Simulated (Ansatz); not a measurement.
Ir:

```
Ir
1.0
     2.75138    0.00000    0.00000
    -1.37569    2.38276    0.00000
     0.00000    0.00000    4.46229
Ir
2
Direct
  0.33333 0.66667 0.25000
  0.66667 0.33333 0.75000
```

This isn't the form of Ir at room conditions, which is fcc.

Base run:

```yaml
Program: Ansatz 0.2.0
Functional: PBEsol
Potentials_or_basis: all-electron LAPW, scalar-relativistic
Cutoff: 277 eV (chosen from the basis error)
Basis_error_allowed: 0.001 eV/atom
k_mesh: 11 × 11 × 6
Occupations: fermi-dirac, width 0.05 eV
Spin: no spin polarisation
```

Its results: pressure -12.4 GPa.

Q: The run is repeated on the same cell with these changes: functional from PBEsol to LDA. What comes out?

A: Pressure -17.8 GPa.

LDA binds more tightly than PBEsol, so the same cell stands under less pressure.
